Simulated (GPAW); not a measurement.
Runs of GPAW 26.7.0 on Ti. It takes space group Fm-3m (No. 225, cubic). The conventional cell has a = 4.060 Å, b = 4.060 Å, c = 4.060 Å, α = 90.00°, β = 90.00°, γ = 90.00°. Ti (site symmetry m-3m) has 12 Ti at 2.87 Å as nearest neighbours. This isn't the form of Ti at room conditions, which is hcp.

```tsv
task	level	potentials or basis	spin	U	fixed moment (μB)	cell	k mesh	U projector left unscaled	older calculator (legacy_gpaw)	optimizer	fmax	max steps	mesh quality	gap on the mesh (eV)	pressure (GPa)	moment (μB)
electron localisation function	PBEint+U	PAW data sets generated in the run's folder for this functional, pw	off	Ti d U = 4.5 eV	-	volume scaled by 0.92	11 × 11 × 11	no	-	-	-	-	not flagged	none	26.2	-
single point	mBEEF	GPAW PAW data sets (gpaw-data 1.2.1), pw	collinear, random start	-	-	as given	11 × 11 × 11	-	-	-	-	-	not flagged	none	(a)	0.00
single point	LDA+U	PAW data sets generated in the run's folder for this functional, pw	collinear, ferromagnetic start	Ti d U = 5.3 eV	1.0	as given	11 × 11 × 11	no	-	-	-	-	not flagged	-	8.8	1.00
atomic charges	LDA+U	the program's PAW data sets (release 1.2.1) made for this functional, pw	off	Ti d U = 3.5 eV	-	volume scaled by 1.04	11 × 11 × 11	no	yes	-	-	-	not flagged	none	-2.5	-
relaxation of cell and atoms	RPBE+U	the program's PAW data sets (release 1.2.1) made for this functional, pw	off	Ti d U = 4 eV	-	relaxed to 10 GPa from: cell strained at random at fixed volume	6 × 6 × 6	yes	-	BFGS	0.02 eV/Å	40	coarse	none	10.1	-
```

Alike in all rows: cutoff (eV) 600; smearing fermi-dirac 0.05 eV.

Question: Estimate the missing entries.

Answer: (a) 3.6.

Caveats: some runs use coarse meshes; the U is typed as a test and isn't derived for this compound (some runs); U without spin polarisation on a metal has little footing (some runs); the PAW data sets were made with another functional, which shifts forces and pressure a little (some runs); the total moment is fixed, so each spin has its own Fermi level (some runs); later steps reuse the first step's grids (some runs).

A gap of «none» marks a metal or a gap under the smearing width.
